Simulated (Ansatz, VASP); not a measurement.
**Two plane-wave programs on LiH**

POSCAR

```
LiH
1.0
    0.0000000000      2.0202759106      2.2614527767
    2.0202759106      0.0000000000      2.2614527767
    2.0202759106      2.0202759106      0.0000000000
Li H
1 1
Direct
    0.0000000000      0.0000000000      0.0000000000
    0.2500000000      0.2500000000      0.2500000000
```

Contents of INCAR.step1:

```
  PREC = Accurate
  ENCUT = 520
  ISMEAR = 0
  SIGMA = 0.01
  LREAL = F
  LASPH = T
  NELM = 60
  NBANDS = 9
  GGA = PE
  ALGO = Normal
  EDIFF = 1E-4
  LWAVE = T
  LCHARG = F
```

File INCAR.step2:

```
  PREC = Accurate
  ENCUT = 520
  EDIFF = 1E-6
  ISMEAR = 0
  SIGMA = 0.01
  LREAL = F
  LASPH = T
  NELM = 60
  ALGO = Normal
  ISIF = 2
  LWAVE = F
  LCHARG = T
  METAGGA = R2SCAN
  LMIXTAU = T
  LELF = T
  LVHAR = T
  NBANDS = 9
  ISTART = 1
```

Contents of KPOINTS:

```
regular mesh
0
Gamma
  10 10 10
```

Input for Ansatz:

```yaml
crystal:
  lattice:
    - [0.0, 2.0202759106, 2.2614527767]
    - [2.0202759106, 0.0, 2.2614527767]
    - [2.0202759106, 2.0202759106, 0.0]
  atoms:
    - { symbol: Li, position: [0.0, 0.0, 0.0] }
    - { symbol: H, position: [0.25, 0.25, 0.25] }
kpoints:
  mp_grid: { grid: [10, 10, 10] }
  band_path:
    path:
      - [0.0, 0.0, 0.0]
      - [-0.5, -0.5, 0.0]
      - [-0.375, -0.375, 0.25]
      - [-0.375, 0.0, 0.375]
      - [0.0, 0.0, 0.5]
      - [-0.5, -0.25, 0.25]
      - [-0.15, -0.075, 0.425]
      - [0.25, -0.25, -0.5]
    npoints: 1
hamiltonian:
  xc: r2scan
scf:
  occupations: { method: fixed }
  n_extra_bands: 4
output:
  forces: true
  stress: true
  eigenvalues: true
  write_density: true
  write_potential: true
  elf: true
  volumetric_format: npy
```

Change from the starting cell: epitaxial_xy strain -5.8%.

Alike in both runs: task single point; functional r2SCAN; k mesh 10 × 10 × 10; no spin polarisation.

```csv
,VASP,Ansatz
version,VASP 6.6.1,Ansatz 0.2.0
potentials or method,"VASP PAW PBE potentials, release 64 (Li_sv, H)","plane waves, PAW"
plane-wave cutoff (eV),520,500
occupations,"gaussian, width 0.01 eV",fixed
valence electrons in the cell,4,4
```

```csv
,VASP,Ansatz,Ansatz less VASP
gap on the k mesh at the Fermi level (eV),4.64,4.58,-0.062
```

 A k mesh can miss the band edges.
